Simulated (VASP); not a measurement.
# SnSe2 in VASP: a series of runs, part 2 of 3

VASP 6.6.1. The steps go on from the part before.

**3. Relaxation of cell and atoms, PBE+D3(BJ)**

This run uses another cell than the first one, of 41.91 Å³/atom, 1.013 times its volume.

File INCAR:

```
PREC = Accurate
ENCUT = 600
EDIFF = 1E-7
ISMEAR = 0
SIGMA = 0.03
LREAL = F
LASPH = T
NELM = 80
ALGO = Normal
ISIF = 3
LWAVE = F
LCHARG = F
GGA = PE
IVDW = 12
IBRION = 2
NSW = 90
EDIFFG = -0.005
LATTICE_CONSTRAINTS = .TRUE. .TRUE. .FALSE.
KPAR = 8
```

File KPOINTS:

```
regular mesh
0
Gamma
  9 9 1
```

File POSCAR:

```
SnSe2                                   
1.0
    3.8361289689     -0.0000000000      0.0000000000
   -1.9180644844      3.3221851354      0.0000000000
    0.0000000000      0.0000000000     39.4637280000
  Se              Sn            
     8     4
Direct
     0.6666666699999979    0.3333333300000021    0.2300752705451514
     0.3333333300000021    0.6666666699999979    0.3110706329724966
     0.6666666699999979    0.3333333300000021    0.3830449742027818
     0.3333333300000021    0.6666666699999979    0.4640068392994714
     0.6666666699999979    0.3333333300000021    0.5359931607005287
     0.3333333300000021    0.6666666699999979    0.6169550257972183
     0.6666666699999979    0.3333333300000021    0.6889293670275037
     0.3333333300000021    0.6666666699999979    0.7699247294548489
     0.0000000000000000    0.0000000000000000    0.2705554857411753
     0.0000000000000000    0.0000000000000000    0.4235265154639832
     0.0000000000000000    0.0000000000000000    0.5764734845360167
     0.0000000000000000    0.0000000000000000    0.7294445142588244
```

Potentials or basis: VASP PAW PBE potentials, release 64 (Se, Sn_d).

On the command line:

```
$ cat potpaw_PBE.64/Se/POTCAR potpaw_PBE.64/Sn_d/POTCAR > POTCAR
$ mpirun -np 8 vasp_std > vasp.out
```

OUTCAR:

```text
PREC = Accurate
   ENCUT = 600
   EDIFF = 1E-7
   ISMEAR = 0
   LREAL = F
   LASPH = T
   NELM = 80
   ISIF = 3
   GGA = PE
   IVDW = 12
   IBRION = 2
   NSW = 90
   EDIFFG = -0.005
 IVDW          = 12

 ion  position               nearest neighbor table
   1  0.667  0.333  0.230-   9 2.73   9 2.73   9 2.73
   2  0.333  0.667  0.311-   9 2.73   9 2.73   9 2.73
   3  0.667  0.333  0.383-  10 2.73  10 2.73  10 2.73
   4  0.333  0.667  0.464-  10 2.73  10 2.73  10 2.73
[... 1064 lines left out ...]

 VOLUME and BASIS-vectors are now :
 -----------------------------------------------------------------------------
  energy-cutoff  :      600.00
  volume of cell :      502.82
      direct lattice vectors                 reciprocal lattice vectors
     3.835690253 -0.000000000  0.000000000     0.260709268  0.150520567  0.000000000
    -1.917845126  3.321805196  0.000000000     0.000000000  0.301041133  0.000000000
     0.000000000  0.000000000 39.463728000     0.000000000  0.000000000  0.025339725

 POSITION                                       TOTAL-FORCE (eV/Angst)
 -----------------------------------------------------------------------------------
      1.91785      1.10727      9.07985        -0.000000      0.000000      0.004123
     -0.00000      2.21454     12.27602         0.000000     -0.000000      0.004146
      1.91785      1.10727     15.11649        -0.000000     -0.000000     -0.000310
     -0.00000      2.21454     18.31113        -0.000000     -0.000000     -0.002756
      1.91785      1.10727     21.15260        -0.000000      0.000000      0.002756
     -0.00000      2.21454     24.34724         0.000000      0.000000      0.000310
      1.91785      1.10727     27.18771        -0.000000      0.000000     -0.004146
     -0.00000      2.21454     30.38388         0.000000     -0.000000     -0.004123
      1.91785      3.32181     10.67748         0.000000      0.000000      0.003469
      3.83569     -0.00000     16.71390         0.000000     -0.000000     -0.001667
      1.91785      3.32181     22.74983         0.000000      0.000000      0.001667
      3.83569     -0.00000     28.78625         0.000000     -0.000000     -0.003469
 -----------------------------------------------------------------------------------
    total drift:                                0.000000     -0.000000      0.000000

  FREE ENERGIE OF THE ION-ELECTRON SYSTEM (eV)
  ---------------------------------------------------
  free  energy   TOTEN  =       -51.2959192012 eV

  energy  without entropy=      -51.2959192012  energy(sigma->0) =      -51.29591920

 reached required accuracy - stopping structural energy minimisation
```

It took 4.3 min on 8 MPI ranks of Intel Xeon Platinum 8488C (Sapphire Rapids), shared host; peak memory 1 GiB.

Results:

- Free energy: -51.2959 eV
- Relaxed volume: 41.90 Å³/atom
- Relaxed cell: a = 3.836 Å, b = 3.836 Å, c = 39.464 Å, α = 90.00°, β = 90.00°, γ = 120.00°
- Space group after relaxing (to 0.05 Å): P-3m1 (No. 164)
- Energy gained by relaxing: 0.0 meV/atom
- Ionic steps: 2
- Largest force after relaxing: 0.004 eV/Å
- Band gap on the k mesh: 0.58 eV, indirect (least direct gap 0.86 eV)
- Dispersion energy per atom: -0.334 eV

Forces in eV/Å, atoms in the order of the input:
```
Se   0.000  0.000  0.004
Se   0.000  0.000  0.004
Se   0.000  0.000  0.000
Se   0.000  0.000 -0.003
Se   0.000  0.000  0.003
Se   0.000  0.000  0.000
Se   0.000  0.000 -0.004
Se   0.000  0.000 -0.004
Sn   0.000  0.000  0.003
Sn   0.000  0.000 -0.002
Sn   0.000  0.000  0.002
Sn   0.000  0.000 -0.003
```

Final structure:
```
Se Sn
1.0
     3.83569    0.00000    0.00000
    -1.91785    3.32181    0.00000
     0.00000    0.00000   39.46373
Se Sn
8 4
Direct
  0.66667 0.33333 0.23008
  0.33333 0.66667 0.31107
  0.66667 0.33333 0.38305
  0.33333 0.66667 0.46400
  0.66667 0.33333 0.53600
  0.33333 0.66667 0.61695
  0.66667 0.33333 0.68893
  0.33333 0.66667 0.76992
  0.00000 0.00000 0.27056
  0.00000 0.00000 0.42353
  0.00000 0.00000 0.57647
  0.00000 0.00000 0.72944
```

Levels at points of the mesh, in eV from the valence-band top:
| k point | band 48 | band 49 | band 50 | band 51 | band 52 | band 53 | band 54 | band 55 | band 56 | band 57 |
| --- | --- | --- | --- | --- | --- | --- | --- | --- | --- | --- |
| (0.00, 0.00, 0.00) | -0.27 | -0.20 | -0.20 | -0.17 | -0.17 | 1.01 | 1.47 | 1.97 | 2.35 | 2.93 |

Caveat: spin-orbit coupling is left out, which moves the levels of the heavy elements.

[end of part 2 of 3]
